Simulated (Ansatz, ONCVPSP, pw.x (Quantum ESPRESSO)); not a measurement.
**pw.x on bcc Co: one setting changed**

Potential: optimised norm-conserving Vanderbilt (ONCV), ONCVPSP 4.0.1.1 (patched build), PBE; core [Ne], reference 3s2 3p6 3d7 4s2; waves: 3s+4s: rc 1.10 bohr, ncon 5, nbas 10, qcut 12.6 1/bohr, 2 projectors; 3p: rc 1.20 bohr, ncon 3, nbas 6, qcut 9.1 1/bohr, 2 projectors, debl 3.2 Ha; 3d: rc 1.50 bohr, ncon 3, nbas 8, qcut 10.9 1/bohr, 1 projector; local part: polynomial inside 0.85 bohr (lpopt 3, dvloc0 4 Ha); core correction: Teter function, fcfact 4.5, rcfact 1.15.

The reference run (k-mesh 17³, cutoffs 155/620 Ry, Fermi–Dirac 0.01 Ry, mixing_beta 0.4, conv_thr 1e-9, no spin) gives 1.16 GPa at 10.618 Å³/atom, where all-electron LAPW gives -0.22 GPa. This run, with its own iteration cap, changes mixing_ndim to 2.

```
&control
  calculation='scf', prefix='x', pseudo_dir='./', outdir='./tmp', tstress=.true., disk_io='none'
/
&system
  ibrav=0, nat=1, ntyp=1, ecutwfc=155, ecutrho=620, nbnd=17,
  occupations='smearing', smearing='fd', degauss=0.01
/
&electrons
  conv_thr=1e-09, mixing_beta=0.4, electron_maxstep=60, mixing_ndim=2
/
ATOMIC_SPECIES
Co 1.0 Co.UPF
CELL_PARAMETERS angstrom
  -1.38461036 1.38461036 1.38461036
  1.38461036 -1.38461036 1.38461036
  1.38461036 1.38461036 -1.38461036
ATOMIC_POSITIONS crystal
Co 0.0000 0.0000 0.0000
K_POINTS automatic
17 17 17 0 0 0
```

```bash
pw.x < Co.scf.in > Co.scf.out
```

Question: How does the run end?

Answer: It converges in 7 iterations; the free energy moves by +0.0 meV/atom and the pressure by +0.00 GPa. The result is that of the reference run.

```
Message from routine setup:
     using ibrav=0 with symmetry is DISCOURAGED, use correct ibrav instead
     lattice parameter (alat)  =       4.5320  a.u.
     unit-cell volume          =      71.6538 (a.u.)^3
     number of electrons       =        17.00
     number of Kohn-Sham states=           17
     kinetic-energy cutoff     =     155.0000  Ry
     charge density cutoff     =     620.0000  Ry
     scf convergence threshold =      1.0E-09
     Exchange-correlation= PBE
     number of k points=   165  Fermi-Dirac smearing, width (Ry)=  0.0100
     iteration #  1     ecut=   155.00 Ry     beta= 0.40
     total energy              =    -289.06991557 Ry
     estimated scf accuracy    <       0.00467415 Ry
     iteration #  2     ecut=   155.00 Ry     beta= 0.40
     total energy              =    -289.07112839 Ry
     estimated scf accuracy    <       0.00112125 Ry
     iteration #  3     ecut=   155.00 Ry     beta= 0.40
     total energy              =    -289.07131729 Ry
     estimated scf accuracy    <       0.00006230 Ry
     iteration #  4     ecut=   155.00 Ry     beta= 0.40
     total energy              =    -289.07132078 Ry
     estimated scf accuracy    <       0.00000109 Ry
     iteration #  5     ecut=   155.00 Ry     beta= 0.40
     total energy              =    -289.07132104 Ry
     estimated scf accuracy    <       0.00000020 Ry
     iteration #  6     ecut=   155.00 Ry     beta= 0.40
     total energy              =    -289.07132109 Ry
     estimated scf accuracy    <       0.00000005 Ry
     iteration #  7     ecut=   155.00 Ry     beta= 0.40
     the Fermi energy is    19.4412 ev
!    total energy              =    -289.07132110 Ry
     estimated scf accuracy    <          7.8E-10 Ry
     smearing contrib. (-TS)   =      -0.01408851 Ry
     The total energy is F=E-TS. E is the sum of the following terms:
     one-electron contribution =    -130.26540109 Ry
     hartree contribution      =      76.22666794 Ry
     xc contribution           =     -34.03920425 Ry
     ewald contribution        =    -200.97929519 Ry
     convergence has been achieved in   7 iterations
          total   stress  (Ry/bohr**3)                   (kbar)     P=       11.58
     Message from routine punch:
     Nothing written, as per user request (disk_io='none')
```

The run took about 1.9 min on one core of a shared host (Neoverse-N1, 64 threads, 124 GiB, load 60).
